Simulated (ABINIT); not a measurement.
# SnSe (Pnma) in ABINIT: further runs, part 2 of 2

ABINIT 10.8.3 (patched build). Earlier steps stand in the parts before.

## Step 3: Band structure, LDA

run.abi

```
# Datasets: ground state, then fixed potential
ndtset 2

# Pseudopotentials
pp_dirpath "./"
pseudos "Sn.LDA_PW-JTH.xml, Se.LDA_PW-JTH.xml"

# Structure
acell 21.5806723432 7.9179524622 8.4281785158
rprim
     1.0000000000     0.0000000000     0.0000000000
     0.0000000000     1.0000000000     0.0000000000
     0.0000000000     0.0000000000     1.0000000000
ntypat 2
znucl 50 34
natom 8
typat 1 1 1 1 2 2 2 2
xred
     0.8770000000     0.7500000000     0.9090000000
     0.6230000000     0.2500000000     0.4090000000
     0.3770000000     0.7500000000     0.5910000000
     0.1230000000     0.2500000000     0.0910000000
     0.6430000000     0.7500000000     0.9840000000
     0.8570000000     0.2500000000     0.4840000000
     0.1430000000     0.7500000000     0.5160000000
     0.3570000000     0.2500000000     0.0160000000
chkprim 0
chksymtnons 0
tolsym 1.0e-6

# Plane-wave basis
ecut 22.0
pawecutdg 44.0

# Exchange and correlation
ixc 7

# Bands and occupations
occopt 3
tsmear 0.05 eV

# SCF cycle
nstep 100

# Output
iomode 3
prtwf 0
prteig 0
prtebands 0
enunit 1
prtden1 1
prtvha1 1
prtvclmb1 1
prtpot1 1

# Dataset 1
kptopt1 1
ngkpt1 3 5 5
nshiftk1 1
shiftk1 0.0 0.0 0.0
nband1 48
tolvrs1 1.0e-9

# Dataset 2: bands along G-X-S-Y-G-Z-U-R-T-Z
iscf2 -2
getden2 1
nband2 54
nbdbuf2 4
tolwfr2 1.0e-11
kptopt2 -9
ndivsm2 6
prteig2 1
prtvol2 -3
kptbounds2
     0.0000000000     0.0000000000     0.0000000000
     0.0000000000     0.5000000000     0.0000000000
     0.0000000000     0.5000000000     0.5000000000
     0.0000000000     0.0000000000     0.5000000000
     0.0000000000     0.0000000000     0.0000000000
     0.5000000000     0.0000000000     0.0000000000
     0.5000000000     0.5000000000     0.0000000000
     0.5000000000     0.5000000000     0.5000000000
     0.5000000000     0.0000000000     0.5000000000
     0.5000000000     0.0000000000     0.0000000000
```

Potentials or basis: JTH PAW LDA v2.0.

Started as:

```
abinit run.abi > log 2>&1
```

run.abo:

```text
.Version 10.8.3 of ABINIT
 DATASET    1 : space group Pn m a (# 62); Bravais oP (primitive ortho.)
================================================================================
 Values of the parameters that define the memory need for DATASET  1.
     intxc =       0    ionmov =       0      iscf =      17    lmnmax =      18
     lnmax =       6     mgfft =      96  mpssoang =       3    mqgrid =    6445
     natom =       8  nloc_mem =       2    nspden =       1   nspinor =       1
    nsppol =       1      nsym =       8    n1xccc =       1    ntypat =       2
    occopt =       3   xclevel =       1
       mpw =        7125          nfft =      124416          nkpt =          18
 PAW method is used; the additional fine FFT grid is defined by:
   mgfftf=       135    nfftf =    349920
================================================================================
================================================================================

 DATASET    2 : space group Pn m a (# 62); Bravais oP (primitive ortho.)
================================================================================
 Values of the parameters that define the memory need for DATASET  2.
     intxc =       0    ionmov =       0      iscf =      -2    lmnmax =      18
     lnmax =       6     mgfft =      96  mpssoang =       3    mqgrid =    6445
     natom =       8  nloc_mem =       2    nspden =       1   nspinor =       1
    nsppol =       1      nsym =       8    n1xccc =       1    ntypat =       2
    occopt =       3   xclevel =       1
       mpw =        7144          nfft =      124416          nkpt =         131
 PAW method is used; the additional fine FFT grid is defined by:
   mgfftf=       135    nfftf =    349920
================================================================================
================================================================================

--------------------------------------------------------------------------------
------------- Echo of variables that govern the present computation ------------
--------------------------------------------------------------------------------
 -outvars: echo values of preprocessed input variables --------
[... 2685 lines left out ...]
   7.73986    7.76037    8.36341    8.95987    9.07944    9.08757
 kpt#   3, nband= 54, wtk=  1.00000, kpt=  0.0000  0.0625  0.0000 (reduced coord)
[... 1017 lines left out ...]
 -17.99260  -17.99260  -17.98317  -17.98313  -17.97332  -17.97331  -17.95522  -17.95520
 -17.94445  -17.94444  -17.93393  -17.93389  -10.52009  -10.52007   -9.30233   -9.30232
  -3.81527   -3.81523   -2.10885   -2.10883   -0.85315   -0.85315    0.00615    0.00617
   0.22583    0.22584    1.12983    1.12984    1.38891    1.38892    2.55645    2.55645
   5.77361    5.77365    5.97644    5.97647    6.79200    6.79204    6.96812    6.96813
   8.11499    8.11502    8.57979    8.57982    8.76817    8.76821
 kpt# 131, nband= 54, wtk=  1.00000, kpt=  0.5000  0.0000  0.0000 (reduced coord)
 -18.01652  -18.01648  -18.00602  -18.00599  -18.00569  -18.00566  -17.99767  -17.99765
 -17.99271  -17.99270  -17.98320  -17.98316  -17.97331  -17.97330  -17.95523  -17.95521
 -17.94441  -17.94439  -17.93393  -17.93389  -10.52467  -10.52465   -9.30214   -9.30212
  -3.79994   -3.79990   -2.08137   -2.08136   -0.86795   -0.86795   -0.00103   -0.00101
   0.21895    0.21896    1.10107    1.10108    1.38483    1.38484    2.56072    2.56072
   5.78704    5.78707    5.96161    5.96164    6.82760    6.82764    6.99976    6.99977
   8.12986    8.12989    8.61527    8.61530    8.74586    8.74590

== END DATASET(S) ==============================================================
================================================================================

 -outvars: echo values of variables after computation  --------
            acell      2.1580672343E+01  7.9179524622E+00  8.4281785158E+00 Bohr
           etotal1    -3.1829378161E+02
            fcart1     2.6267691106E-03  1.5940705054E-30 -2.5909502741E-03
                      -2.6267691106E-03 -1.5940705054E-30 -2.5909502741E-03
                       2.6267691106E-03  1.5940705054E-30  2.5909502741E-03
                      -2.6267691106E-03 -1.5940705054E-30  2.5909502741E-03
                      -2.4013272322E-03 -0.0000000000E+00  2.3483040760E-03
                       2.4013272322E-03 -0.0000000000E+00  2.3483040760E-03
                      -2.4013272322E-03 -0.0000000000E+00 -2.3483040760E-03
                       2.4013272322E-03 -0.0000000000E+00 -2.3483040760E-03
           strten1     1.3476170813E-05  9.2287560731E-05  1.0295584705E-04
                       0.0000000000E+00  0.0000000000E+00  0.0000000000E+00
           xangst      1.0015339993E+01  3.1424999979E+00  4.0541399972E+00
                       7.1146599952E+00  1.0474999993E+00  1.8241399988E+00
                       4.3053399971E+00  3.1424999979E+00  2.6358599982E+00
                       1.4046599990E+00  1.0474999993E+00  4.0585999972E-01
                       7.3430599950E+00  3.1424999979E+00  4.3886399970E+00
                       9.7869399933E+00  1.0474999993E+00  2.1586399985E+00
                       1.6330599989E+00  3.1424999979E+00  2.3013599984E+00
                       4.0769399972E+00  1.0474999993E+00  7.1359999951E-02
             xred      8.7700000000E-01  7.5000000000E-01  9.0900000000E-01
                       6.2300000000E-01  2.5000000000E-01  4.0900000000E-01
                       3.7700000000E-01  7.5000000000E-01  5.9100000000E-01
                       1.2300000000E-01  2.5000000000E-01  9.1000000000E-02
                       6.4300000000E-01  7.5000000000E-01  9.8400000000E-01
                       8.5700000000E-01  2.5000000000E-01  4.8400000000E-01
                       1.4300000000E-01  7.5000000000E-01  5.1600000000E-01
                       3.5700000000E-01  2.5000000000E-01  1.6000000000E-02
 Calculation completed.
```

It took 16 min on 1 thread of AMD EPYC 9R45 (Zen 5), shared host; peak memory 0.93 GiB.

What came out:

```
Free energy                                           : -8661.2150 eV
Pressure                                              : -2.0 GPa
Largest force                                         : 0.190 eV/Å
Band gap on the k mesh                                : 0.77 eV, indirect (least direct gap 0.95 eV)
Band gap along the path                               : 0.49 eV, indirect (least direct gap 0.63 eV)
Valence electrons inside the program's atomic spheres : Sn 11.83; Se 3.93
```

Forces on the atoms (eV/Å):
```
Sn   0.135  0.000 -0.133
Sn  -0.135  0.000 -0.133
Sn   0.135  0.000  0.133
Sn  -0.135  0.000  0.133
Se  -0.123  0.000  0.121
Se   0.123  0.000  0.121
Se  -0.123  0.000 -0.121
Se   0.123  0.000 -0.121
```

Stress tensor (GPa, compression positive):
```
-0.40  0.00  0.00
 0.00 -2.72  0.00
 0.00  0.00 -3.03
```

Levels at the corners of the path, in eV from the valence-band top:
| point | band 38 | band 39 | band 40 | band 41 | band 42 | band 43 |
| --- | --- | --- | --- | --- | --- | --- |
| Γ | -1.20 | -0.76 | -0.55 | 0.73 | 2.90 | 3.01 |
| X | -1.03 | -0.76 | -0.76 | 0.86 | 0.86 | 1.30 |
| S | -2.24 | -1.50 | -1.50 | 2.81 | 2.81 | 3.08 |
| Y | -0.81 | -0.35 | -0.35 | 1.19 | 1.19 | 1.54 |
| Γ | -1.20 | -0.76 | -0.55 | 0.73 | 2.90 | 3.01 |
| Z | -1.79 | -0.62 | -0.62 | 2.61 | 2.61 | 2.79 |
| U | -1.02 | -1.02 | -1.02 | 1.35 | 1.35 | 1.35 |
| R | -1.51 | -1.51 | -1.51 | 2.58 | 2.58 | 2.58 |
| T | -0.55 | -0.33 | -0.33 | 1.20 | 1.20 | 1.53 |
| Z | -1.79 | -0.62 | -0.62 | 2.61 | 2.61 | 2.79 |

Caveat: spin-orbit coupling is left out, which moves the levels of the heavy elements; the mesh misses the band edges, which the band path finds closer together.

## Step 4: The reference run

An earlier run on the cell as given: functional PBE; potentials or basis JTH PAW PBE v2.0; cutoff 599 eV; k mesh 3 × 6 × 6; occupations fermi-dirac, width 0.05 eV; no spin polarisation.

* Pressure: 2.4 GPa
* Largest force: 0.308 eV/Å
* Band gap on the k mesh: 0.54 eV, indirect (least direct gap 0.71 eV)
* Valence electrons inside the program's atomic spheres: Sn 11.81; Se 3.93, 3.94

## Step 5: Overview

| task | level | potentials or basis | k mesh | gap on the mesh (eV) | pressure (GPa) | largest force (eV/Å) |
| --- | --- | --- | --- | --- | --- | --- |
| band structure | PBE | JTH PAW PBE v2.0 | 3 × 5 × 5 | - | 2.4 | 0.31 |
| band structure | LDA | JTH PAW LDA v2.0 | 3 × 5 × 5 | 0.77 | -2.0 | 0.19 |
| single point | PBE | JTH PAW PBE v2.0 | 3 × 6 × 6 | 0.54 | 2.4 | 0.31 |

Alike in all rows: no spin polarisation; cell as given; cutoff (eV) 599; smearing fermi-dirac 0.05 eV.

Caveats: spin-orbit coupling is left out, which moves the levels of the heavy elements; the mesh misses the band edges, which the band path finds closer together (some runs); an odd mesh through Γ misses points on the zone boundary, where band edges often lie (some runs).

Absolute energies hang on the potentials; compare differences alone.

## Step 6: Against experiment

Step 2. Against the measured gap of SnSe, 0.99 eV (indirect; 20 K; “Linear dichroism of the optical properties of SnS and SnSe van der Waals crystals”, 2024, arxiv:2409.17412), the calculated 0.55 eV is off by -0.44 eV. 2 values of this kind are on record (0.89 to 0.99 eV); this one was drawn at random. Spin-orbit coupling on Se, Sn is left out. The value is that of PBE, without temperature or zero-point motion. Semilocal functionals fall short of measured gaps as a rule.

Step 3. A measured gap of SnSe is 0.99 eV (indirect; 20 K; “Linear dichroism of the optical properties of SnS and SnSe van der Waals crystals”, 2024, arxiv:2409.17412); the calculated 0.49 eV misses it by -0.50 eV. 2 values of this kind are on record (0.89 to 0.99 eV); this one was drawn at random. Spin-orbit coupling on Se, Sn is left out. The value is that of LDA, without temperature or zero-point motion. Semilocal functionals fall short of measured gaps as a rule.
